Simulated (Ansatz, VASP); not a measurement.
## One calculation of Ni, two programs

```
Ni
1.0
     2.61041    0.00000    0.00000
    -1.30521    2.26068    0.00000
     0.00000    0.00000    4.27450
Ni
2
Direct
  0.33333 0.66667 0.25000
  0.66667 0.33333 0.75000
```

Alike in both runs: task single point; functional RPBE; k mesh 16 × 16 × 9; occupations fermi-dirac, width 0.05 eV; collinear spin.

|  | VASP | Ansatz |
| --- | --- | --- |
| version | VASP 6.6.1 | Ansatz 0.2.0 |
| potentials or method | VASP PAW PBE potentials, release 64 (Ni) | plane waves (420 eV) with PAW, scalar-relativistic |
| plane-wave cutoff (eV) | 520 | 420 |
| valence electrons in the cell | 20 | 36 |

```csv
,VASP,Ansatz,Ansatz less VASP
pressure (GPa),-14.8,-15.2,-0.42
largest component of the traceless stress (GPa),0.07,0.06,-0.015
net moment per atom (μB),0.70,0.72,+0.019
size of the moment on the site where the two differ most (μB),0.73,0.77,+0.040
```

Site moments also hang on the region over which each program counts them. The functional is the same, so the differences come from potentials, cutoffs and numerics. The two sets of potentials don't hold the same shells in valence.

Caveats: the PAW data sets were made with another functional, which shifts forces and pressure a little (VASP).
